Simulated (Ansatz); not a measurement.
# ZrO2 (Fm-3m): an equation of state far from equilibrium

How does ZrO2 (Fm-3m) respond to strong compression and slight expansion?

The COD entry's cell or inner coordinates are ideal or old and differ from later refinements, so a difference from it is no clean test against experiment.

Program: Ansatz 0.2.0. Level of theory: DFT PBEsol, scalar-relativistic, plane waves, PAW. These are calculated values, not measurements.

## 1. The system as given

It takes space group Fm-3m (No. 225, cubic). Conventional cell: a = 5.064 Å, b = 5.064 Å, c = 5.064 Å, α = 90.00°, β = 90.00°, γ = 90.00°. Zr (site symmetry m-3m) is surrounded by 8 O at 2.19 Å. O (site symmetry -43m) is surrounded by 4 Zr at 2.19 Å.

As a file:

```xyz
3
Lattice="0.0000 2.5320 2.5320 2.5320 0.0000 2.5320 2.5320 2.5320 0.0000" Properties=species:S:1:pos:R:3 pbc="T T T"
Zr    0.0000    0.0000    0.0000
O     1.2660    1.2660    1.2660
O     3.7980    3.7980    3.7980
```

This cell comes from an earlier session at PBEsol: 10.822 Å³/atom at 0.00 GPa, on a 8×8×8 mesh.

## 2. Volume × 0.96

input.yaml reads:

```yaml
crystal:
  lattice:
    - [0.0, 2.4978109687, 2.4978109687]
    - [2.4978109687, 0.0, 2.4978109687]
    - [2.4978109687, 2.4978109687, 0.0]
  atoms:
    - { symbol: Zr, position: [0.0, 0.0, 0.0] }
    - { symbol: O, position: [0.25, 0.25, 0.25] }
    - { symbol: O, position: [0.75, 0.75, 0.75] }
basis:
  ecutwfc: 420
  ecutrho_ratio: 4
kpoints:
  mp_grid: { grid: [8, 8, 8] }
hamiltonian:
  xc: pbesol
scf:
  occupations: { method: gaussian, width: 0.05 }
output:
  forces: true
  stress: true
  eigenvalues: true
```

Started as:

```sh
> ansatz run input.yaml --threads 1 --pin off --max-ram 2560MiB --backend cpu --events-out ev --progress --plain --runs-dir out
```

What it wrote, shortened:

```text
Warning: RAYON_NUM_THREADS=1 ignored (pool sized by the plan → 1); use --threads N
[...]
Pseudopotentials: kind: paw
Pseudopotential: Zr, paw, valence charge 12, recommended cutoff 420 eV (normal), Zr.paw.azcp
Pseudopotential: O, paw, valence charge 6, recommended cutoff 420 eV (normal), O.paw.azcp
Functional definition: PBEsol
[...]
Crystal: 3 atoms, lattice volume = 31.168 Å³
Basis set: ecut = 420 eV, 609 PW (Γ), exchange–correlation on 48×48×48 points (8 copies of the dense FFT grid, shifted against one another)
Bands: 16, of which v1, the nominal top of the filled ones, is band 12 counted from 1 (11 counted from 0)
Symmetry: 48 space group operations
Space group: Fm-3m (ITA 225), of the structure as read, at distance tolerance 3.1e-5 Å
k-points: 29 of 512
[...]
SCF iter   1: F=—  HF=-5255.602013 eV  |F-HF|=—  |Δ(HF+E_count)|=         —  Δρ=1.67e-2  dr2=6.81e-2  ethr=1.77e-3  ⟨swp⟩=5.6  Hψ=2262  notcnv=0
[...]
SCF iter   6: F=-5255.584096 eV  HF=-5255.584096 eV  |F-HF|=9.86e-9  |Δ(HF+E_count)|=   3.75e-7  Δρ=1.02e-5  dr2=2.03e-8  ethr=4.17e-10  ⟨swp⟩=3.1  Hψ=1948  notcnv=0
[...]
SCF converged after 6 iterations
Free energy (F): -5255.584096 eV
[...]
E sigma→0 (E₀):  -5255.584096 eV
Fermi energy:    14.669471 eV
[...]
--- Forces (eV/Å), atoms counted from 1 ---
  atom   1  Zr    -0.00000000     0.00000000     0.00000000
  atom   2  O     -0.00000000     0.00000000    -0.00000000
  atom   3  O      0.00000000     0.00000000    -0.00000000
[...]
--- Stress (GPa, compression-positive) ---
       11.338785       0.000000      -0.000000
       -0.000000      11.338785      -0.000000
       -0.000000      -0.000000      11.338785
  P = ⅓ Tr σ = 11.3388 GPa (113.388 kbar)
--- Band table (eV; the first three rows and the last of 29) ---
  k-point 0: bands = ["-34.7369", "-12.6019", "-12.6019", "-12.6019", "-5.4629", "-2.6375", "7.3319", "7.3319", "7.3319", "12.3905", "12.3905", "12.3905", "16.3863", "16.3863", "19.7391", "23.0429"]
[...]
```

Run time: 1.6 s. Hardware: 1 thread of Arm Neoverse N1, shared host; peak memory 0.34 GiB.

Result: volume 10.389 Å³/atom, pressure 11.34 GPa, gap on the mesh 3.43 eV.

## 3. Volume × 1.04

input.yaml, as its differences from that of step 2:

```diff
@@ -2,5 +2,5 @@
   lattice:
-    - [0.0, 2.4978109687, 2.4978109687]
-    - [2.4978109687, 0.0, 2.4978109687]
-    - [2.4978109687, 2.4978109687, 0.0]
+    - [0.0, 2.5653518388, 2.5653518388]
+    - [2.5653518388, 0.0, 2.5653518388]
+    - [2.5653518388, 2.5653518388, 0.0]
   atoms:
```

Started as:

```sh
> ansatz run input.yaml --threads 1 --pin off --max-ram 2560MiB --backend cpu --events-out ev --progress --plain --runs-dir out
```

What it wrote, shortened:

```text
Warning: RAYON_NUM_THREADS=1 ignored (pool sized by the plan → 1); use --threads N
[...]
[... 4 set-up lines as earlier in the session ...]
[...]
Crystal: 3 atoms, lattice volume = 33.765 Å³
Basis set: ecut = 420 eV, 645 PW (Γ), exchange–correlation on 50×50×50 points (8 copies of the dense FFT grid, shifted against one another)
Bands: 16, of which v1, the nominal top of the filled ones, is band 12 counted from 1 (11 counted from 0)
[... 1 set-up line as earlier in the session ...]
Space group: Fm-3m (ITA 225), of the structure as read, at distance tolerance 3.2e-5 Å
k-points: 29 of 512
[...]
SCF iter   1: F=—  HF=-5255.607977 eV  |F-HF|=—  |Δ(HF+E_count)|=         —  Δρ=1.63e-2  dr2=7.39e-2  ethr=1.77e-3  ⟨swp⟩=5.5  Hψ=2117  notcnv=0
[...]
SCF iter   6: F=-5255.589749 eV  HF=-5255.589749 eV  |F-HF|=3.33e-9  |Δ(HF+E_count)|=   6.19e-8  Δρ=5.89e-6  dr2=4.38e-9  ethr=4.17e-10  ⟨swp⟩=5.5  Hψ=2122  notcnv=0
[...]
SCF converged after 6 iterations
Free energy (F): -5255.589749 eV
[...]
E sigma→0 (E₀):  -5255.589749 eV
Fermi energy:    13.241502 eV
[...]
--- Forces (eV/Å), atoms counted from 1 ---
  atom   1  Zr    -0.00000000     0.00000000    -0.00000000
  atom   2  O      0.00000000     0.00000000    -0.00000000
  atom   3  O      0.00000000     0.00000000    -0.00000000
[...]
--- Stress (GPa, compression-positive) ---
       -9.200590       0.000000      -0.000000
        0.000000      -9.200590       0.000000
       -0.000000      -0.000000      -9.200590
  P = ⅓ Tr σ = -9.2006 GPa (-92.006 kbar)
--- Band table (eV; the first three rows and the last of 29) ---
  k-point 0: bands = ["-36.4334", "-14.2864", "-14.2864", "-14.2864", "-6.3986", "-3.8726", "6.4833", "6.4833", "6.4833", "11.0960", "11.0960", "11.0960", "14.8533", "14.8533", "17.8228", "20.7390"]
[...]
```

It took 1.8 s on 1 thread of Arm Neoverse N1, shared host; peak memory 0.34 GiB.

This gives: volume 11.255 Å³/atom, pressure -9.20 GPa, gap on the mesh 3.22 eV.

## 4. Volume × 0.92

input.yaml, as its differences from that of step 3:

```diff
@@ -2,5 +2,5 @@
   lattice:
-    - [0.0, 2.5653518388, 2.5653518388]
-    - [2.5653518388, 0.0, 2.5653518388]
-    - [2.5653518388, 2.5653518388, 0.0]
+    - [0.0, 2.4626258457, 2.4626258457]
+    - [2.4626258457, 0.0, 2.4626258457]
+    - [2.4626258457, 2.4626258457, 0.0]
   atoms:
```

Started as:

```sh
> ansatz run input.yaml --threads 1 --pin off --max-ram 2560MiB --backend cpu --events-out ev --progress --plain --runs-dir out
```

What it wrote, shortened:

```text
Warning: RAYON_NUM_THREADS=1 ignored (pool sized by the plan → 1); use --threads N
[...]
[... 4 set-up lines as earlier in the session ...]
[...]
Crystal: 3 atoms, lattice volume = 29.869 Å³
Basis set: ecut = 420 eV, 561 PW (Γ), exchange–correlation on 48×48×48 points (8 copies of the dense FFT grid, shifted against one another)
Bands: 16, of which v1, the nominal top of the filled ones, is band 12 counted from 1 (11 counted from 0)
[... 2 set-up lines as earlier in the session ...]
k-points: 29 of 512
[...]
SCF iter   1: F=—  HF=-5255.455315 eV  |F-HF|=—  |Δ(HF+E_count)|=         —  Δρ=1.71e-2  dr2=6.64e-2  ethr=1.77e-3  ⟨swp⟩=5.8  Hψ=2276  notcnv=0
[...]
SCF iter   6: F=-5255.437507 eV  HF=-5255.437507 eV  |F-HF|=6.67e-9  |Δ(HF+E_count)|=   1.70e-7  Δρ=9.63e-6  dr2=1.51e-8  ethr=4.17e-10  ⟨swp⟩=5.8  Hψ=2192  notcnv=0
[...]
SCF converged after 6 iterations
Free energy (F): -5255.437507 eV
[...]
E sigma→0 (E₀):  -5255.437507 eV
Fermi energy:    15.464398 eV
[...]
--- Forces (eV/Å), atoms counted from 1 ---
  atom   1  Zr    -0.00000000    -0.00000000     0.00000000
  atom   2  O      0.00000000     0.00000000     0.00000000
  atom   3  O     -0.00000000     0.00000000     0.00000000
[...]
--- Stress (GPa, compression-positive) ---
       25.302783      -0.000000       0.000000
        0.000000      25.302783       0.000000
        0.000000      -0.000000      25.302783
  P = ⅓ Tr σ = 25.3028 GPa (253.028 kbar)
--- Band table (eV; the first three rows and the last of 29) ---
  k-point 0: bands = ["-33.8049", "-11.6717", "-11.6717", "-11.6717", "-4.9275", "-1.9433", "7.8062", "7.8062", "7.8062", "13.1188", "13.1188", "13.1188", "17.2345", "17.2345", "20.8004", "24.3366"]
[...]
```

Wall time 1.6 s (1 thread of Arm Neoverse N1, shared host); peak memory 0.34 GiB.

In short: volume 9.956 Å³/atom, pressure 25.30 GPa, mesh gap 3.54 eV.

## 5. Volume × 0.88

input.yaml, as its differences from that of step 4:

```diff
@@ -2,5 +2,5 @@
   lattice:
-    - [0.0, 2.4626258457, 2.4626258457]
-    - [2.4626258457, 0.0, 2.4626258457]
-    - [2.4626258457, 2.4626258457, 0.0]
+    - [0.0, 2.4264054983, 2.4264054983]
+    - [2.4264054983, 0.0, 2.4264054983]
+    - [2.4264054983, 2.4264054983, 0.0]
   atoms:
```

Started as:

```sh
> ansatz run input.yaml --threads 1 --pin off --max-ram 2560MiB --backend cpu --events-out ev --progress --plain --runs-dir out
```

What it wrote, shortened:

```text
Warning: RAYON_NUM_THREADS=1 ignored (pool sized by the plan → 1); use --threads N
[...]
[... 4 set-up lines as earlier in the session ...]
[...]
Crystal: 3 atoms, lattice volume = 28.571 Å³
Basis set: ecut = 420 eV, 537 PW (Γ), exchange–correlation on 48×48×48 points (8 copies of the dense FFT grid, shifted against one another)
Bands: 16, of which v1, the nominal top of the filled ones, is band 12 counted from 1 (11 counted from 0)
[... 2 set-up lines as earlier in the session ...]
k-points: 29 of 512
[...]
SCF iter   1: F=—  HF=-5255.182968 eV  |F-HF|=—  |Δ(HF+E_count)|=         —  Δρ=1.77e-2  dr2=6.61e-2  ethr=1.77e-3  ⟨swp⟩=5.6  Hψ=2277  notcnv=0
[...]
SCF iter   6: F=-5255.164879 eV  HF=-5255.164879 eV  |F-HF|=1.16e-8  |Δ(HF+E_count)|=   2.07e-7  Δρ=1.11e-5  dr2=2.05e-8  ethr=4.17e-10  ⟨swp⟩=5.7  Hψ=2201  notcnv=0
[...]
SCF converged after 6 iterations
Free energy (F): -5255.164879 eV
[...]
E sigma→0 (E₀):  -5255.164879 eV
Fermi energy:    16.323391 eV
[...]
--- Forces (eV/Å), atoms counted from 1 ---
  atom   1  Zr    -0.00000000    -0.00000000    -0.00000000
  atom   2  O      0.00000000     0.00000000     0.00000000
  atom   3  O      0.00000000    -0.00000000     0.00000000
[...]
--- Stress (GPa, compression-positive) ---
       42.543939       0.000000       0.000000
        0.000000      42.543939       0.000000
       -0.000000       0.000000      42.543939
  P = ⅓ Tr σ = 42.5439 GPa (425.439 kbar)
--- Band table (eV; the first three rows and the last of 29) ---
  k-point 0: bands = ["-32.8105", "-10.6744", "-10.6744", "-10.6744", "-4.3365", "-1.1897", "8.3198", "8.3198", "8.3198", "13.9046", "13.9046", "13.9046", "18.1457", "18.1457", "21.9405", "25.7417"]
[...]
```

Wall time 1.6 s (1 thread of Arm Neoverse N1, shared host); peak memory 0.34 GiB.

In short: volume 9.524 Å³/atom, pressure 42.54 GPa, mesh gap 3.64 eV.

## 6. Volume × 0.84

input.yaml, as its differences from that of step 5:

```diff
@@ -2,5 +2,5 @@
   lattice:
-    - [0.0, 2.4264054983, 2.4264054983]
-    - [2.4264054983, 0.0, 2.4264054983]
-    - [2.4264054983, 2.4264054983, 0.0]
+    - [0.0, 2.3890702453, 2.3890702453]
+    - [2.3890702453, 0.0, 2.3890702453]
+    - [2.3890702453, 2.3890702453, 0.0]
   atoms:
```

Started as:

```sh
> ansatz run input.yaml --threads 1 --pin off --max-ram 2560MiB --backend cpu --events-out ev --progress --plain --runs-dir out
```

What it wrote, shortened:

```text
Warning: RAYON_NUM_THREADS=1 ignored (pool sized by the plan → 1); use --threads N
[...]
[... 4 set-up lines as earlier in the session ...]
[...]
Crystal: 3 atoms, lattice volume = 27.272 Å³
Basis set: ecut = 420 eV, 531 PW (Γ), exchange–correlation on 48×48×48 points (8 copies of the dense FFT grid, shifted against one another)
Bands: 16, of which v1, the nominal top of the filled ones, is band 12 counted from 1 (11 counted from 0)
[... 1 set-up line as earlier in the session ...]
Space group: Fm-3m (ITA 225), of the structure as read, at distance tolerance 3.0e-5 Å
k-points: 29 of 512
[...]
SCF iter   1: F=—  HF=-5254.755289 eV  |F-HF|=—  |Δ(HF+E_count)|=         —  Δρ=1.86e-2  dr2=6.75e-2  ethr=1.77e-3  ⟨swp⟩=5.5  Hψ=2324  notcnv=0
[...]
SCF iter   6: F=-5254.736501 eV  HF=-5254.736501 eV  |F-HF|=6.51e-9  |Δ(HF+E_count)|=   1.96e-7  Δρ=8.89e-6  dr2=1.25e-8  ethr=4.17e-10  ⟨swp⟩=5.4  Hψ=2155  notcnv=0
[...]
SCF converged after 6 iterations
Free energy (F): -5254.736501 eV
[...]
E sigma→0 (E₀):  -5254.736501 eV
Fermi energy:    17.251818 eV
[...]
--- Forces (eV/Å), atoms counted from 1 ---
  atom   1  Zr    -0.00000000    -0.00000000    -0.00000000
  atom   2  O      0.00000000     0.00000000    -0.00000000
  atom   3  O      0.00000000     0.00000000    -0.00000000
[...]
--- Stress (GPa, compression-positive) ---
       63.886128      -0.000000       0.000000
       -0.000000      63.886128       0.000000
       -0.000000      -0.000000      63.886128
  P = ⅓ Tr σ = 63.8861 GPa (638.861 kbar)
--- Band table (eV; the first three rows and the last of 29) ---
  k-point 0: bands = ["-31.7484", "-9.6023", "-9.6023", "-9.6023", "-3.6794", "-0.3682", "8.8766", "8.8766", "8.8766", "14.7604", "14.7604", "14.7604", "19.1278", "19.1278", "23.1688", "27.2713"]
[...]
```

It took 1.6 s on 1 thread of Arm Neoverse N1, shared host; peak memory 0.34 GiB.

In short: volume 9.091 Å³/atom, pressure 63.89 GPa, mesh gap 3.75 eV.

## 7. Volume × 0.8

input.yaml, as its differences from that of step 6:

```diff
@@ -2,5 +2,5 @@
   lattice:
-    - [0.0, 2.3890702453, 2.3890702453]
-    - [2.3890702453, 0.0, 2.3890702453]
-    - [2.3890702453, 2.3890702453, 0.0]
+    - [0.0, 2.3505301149, 2.3505301149]
+    - [2.3505301149, 0.0, 2.3505301149]
+    - [2.3505301149, 2.3505301149, 0.0]
   atoms:
```

Started as:

```sh
> ansatz run input.yaml --threads 1 --pin off --max-ram 2560MiB --backend cpu --events-out ev --progress --plain --runs-dir out
```

What it wrote, shortened:

```text
Warning: RAYON_NUM_THREADS=1 ignored (pool sized by the plan → 1); use --threads N
[...]
[... 4 set-up lines as earlier in the session ...]
[...]
Crystal: 3 atoms, lattice volume = 25.973 Å³
Basis set: ecut = 420 eV, 531 PW (Γ), exchange–correlation on 48×48×48 points (8 copies of the dense FFT grid, shifted against one another)
Bands: 16, of which v1, the nominal top of the filled ones, is band 12 counted from 1 (11 counted from 0)
[... 2 set-up lines as earlier in the session ...]
k-points: 29 of 512
[...]
SCF iter   1: F=—  HF=-5254.135295 eV  |F-HF|=—  |Δ(HF+E_count)|=         —  Δρ=1.96e-2  dr2=6.95e-2  ethr=1.77e-3  ⟨swp⟩=5.6  Hψ=2365  notcnv=0
[...]
SCF iter   6: F=-5254.115372 eV  HF=-5254.115372 eV  |F-HF|=8.91e-11  |Δ(HF+E_count)|=   6.24e-9  Δρ=1.20e-6  dr2=1.14e-10  ethr=2.87e-11  ⟨swp⟩=1.9  Hψ=1484  notcnv=0
[...]
SCF converged after 6 iterations
Free energy (F): -5254.115372 eV
[...]
E sigma→0 (E₀):  -5254.115372 eV
Fermi energy:    18.262484 eV
[...]
--- Forces (eV/Å), atoms counted from 1 ---
  atom   1  Zr    -0.00000000     0.00000000    -0.00000000
  atom   2  O      0.00000000    -0.00000000     0.00000000
  atom   3  O     -0.00000000     0.00000000     0.00000000
[...]
--- Stress (GPa, compression-positive) ---
       90.421747      -0.000000       0.000000
       -0.000000      90.421747      -0.000000
       -0.000000       0.000000      90.421747
  P = ⅓ Tr σ = 90.4217 GPa (904.217 kbar)
--- Band table (eV; the first three rows and the last of 29) ---
  k-point 0: bands = ["-30.6130", "-8.4464", "-8.4464", "-8.4464", "-2.9430", "0.5310", "9.4835", "9.4835", "9.4835", "15.6954", "15.6954", "15.6954", "20.1901", "20.1901", "24.4962", "28.9441"]
[...]
```

Run time: 1.6 s. Hardware: 1 thread of Arm Neoverse N1, shared host; peak memory 0.34 GiB.

In short: volume 8.658 Å³/atom, pressure 90.42 GPa, gap on the mesh 3.86 eV.

## 8. The curve

```csv
volume (Å³/atom),energy above the lowest (meV/atom),pressure (GPa),gap on the mesh (eV),space group
8.658,504.3,90.4,3.86,Fm-3m
9.091,297.2,63.9,3.75,Fm-3m
9.524,154.5,42.5,3.64,Fm-3m
9.956,63.6,25.3,3.54,Fm-3m
10.389,14.7,11.3,3.43,Fm-3m
10.822,0.0,0.0,3.33,Fm-3m
11.255,12.8,-9.2,3.22,Fm-3m
```

## 9. What came out

| quantity | value |
| --- | --- |
| range of pressure | -9.2 to 90.4 GPa |
| V0 (fit) | 10.82 Å³/atom |
| B0 (fit) | 256 GPa |
| B0′ (fit) | 4.11 |

What this shows: A third-order Birch-Murnaghan fit follows the points with an rms miss of 0.04 meV/atom. Symmetry fixes shape and sites, so only the volume changes. Other structures may be lower in enthalpy at these pressures.
